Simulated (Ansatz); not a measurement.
# Field gradients of SiO2 from run to run

Cell of run 1: a Materials Project structure (computed, not necessarily an observed phase).

Space group P6_322 (No. 182); a = 5.0691, c = 8.5585 Å, γ = 120.00°.

| site | Wyckoff | site symmetry | x | y | z |
| --- | --- | --- | --- | --- | --- |
| Si | 4f | 3.. | 0.6667 | 0.3333 | 0.9371 |
| O5 | 6g | .2. | 0.0000 | 0.4213 | 0.0000 |
| O10 | 2c | 3.2 | 0.6667 | 0.3333 | 0.7500 |

One atom of each set is listed.

All runs are DFT with Ansatz 0.2.0 (plane waves and PAW, scalar-relativistic unless spin–orbit coupling is named, Γ-centred meshes, Fermi–Dirac smearing where given) in this cell.

Run 1: PBE, atoms as given; 420 eV, 6×6×3 k-points, smearing 0.02 eV.
Run 2: r2SCAN, atoms as given; 500 eV, 6×6×3 k-points, smearing 0.02 eV.
Run 3: HSE06, atoms as given; 420 eV, 4×4×2 k-points, smearing 0.02 eV.

```json
{"run": "1", "O5 V_zz (η)": "9.61 (0.12)", "O10 V_zz (η)": "10.21 (0.00)"}
{"run": "2", "O5 V_zz (η)": "?", "O10 V_zz (η)": "?"}
{"run": "3", "O5 V_zz (η)": "9.76 (0.12)", "O10 V_zz (η)": "10.36 (0.00)"}
```

V_zz in 10²¹ V/m²; 2 of the 3 sets of like atoms are followed.

Task: Estimate the row of run 2.

Result: O5: 9.50 (0.12); O10: 10.10 (0.00). It lies nearest to run 1, from whose tensors on these sites it differs by 0.12 at most (largest principal value of the difference, on O5).

In run 1 the atoms aren't at the calculated equilibrium (largest force 0.25 eV/Å).
